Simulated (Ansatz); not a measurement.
# Se: the cost of one run

Computed with Ansatz 0.2.0 (DFT PBE, scalar-relativistic, plane waves, PAW, unless a step's input says otherwise).

2 further runs of the same task are left out: 1 that didn't finish, 1 set aside as unsound or not needed.

## 1. The system as given

It takes space group Cmme (No. 67, orthorhombic). The conventional cell has a = 4.905 Å, b = 4.908 Å, c = 5.416 Å, α = 90.00°, β = 90.00°, γ = 90.00°. Around Se (site symmetry mm2) lie 6 Se at 2.55 to 2.63 Å. Se (site symmetry 2/m) has 6 Se at 2.45 to 2.55 Å as nearest neighbours.

As a file:

```cif
data_structure
_symmetry_space_group_name_H-M 'Cmme'
_symmetry_Int_Tables_number 67
_cell_length_a 4.9051
_cell_length_b 4.9082
_cell_length_c 5.4164
_cell_angle_alpha 90.000
_cell_angle_beta 90.000
_cell_angle_gamma 90.000
_cell_volume 130.40
loop_
_atom_site_label
_atom_site_type_symbol
_atom_site_symmetry_multiplicity
_atom_site_Wyckoff_symbol
_atom_site_fract_x
_atom_site_fract_y
_atom_site_fract_z
_atom_site_occupancy
Se1 Se 4 g 0.50000 0.25000 0.41240 1
Se2 Se 4 e 0.25000 0.25000 0.00000 1
```

Recipe of the guess: 6-connected net of one element (Cmme, No. 67). Lengths come from tabulated atomic sizes and are only a guess.

## 2. A first look at the guess

input.yaml reads:

```yaml
crystal:
  lattice:
    - [2.45255028, -2.454121, 0.0]
    - [2.45255028, 2.454121, 0.0]
    - [0.0, 0.0, 5.4164188]
  atoms:
    - { symbol: Se, position: [0.25, 0.75, 0.412397] }
    - { symbol: Se, position: [0.75, 0.25, 0.587603] }
    - { symbol: Se, position: [0.0, 0.5, 0.0] }
    - { symbol: Se, position: [0.5, 0.0, 0.0] }
basis:
  ecutwfc: 420
kpoints:
  mp_grid: { grid: [6, 6, 4] }
hamiltonian:
  xc: pbe
scf:
  occupations: { method: gaussian, width: 0.1 }
  lower_state_search: "off"
output:
  forces: true
  stress: true
  eigenvalues: true
```

Launch:

```
$ ansatz run input.yaml --threads 1 --pin off --max-ram 2560MiB --backend cpu --events-out ev --progress --plain --runs-dir out
```

**Question.** How long does this run take on 1 thread of Arm Neoverse V1, shared host, and how much memory does it need?

About 5.3 s, with a peak of 0.35 GiB.
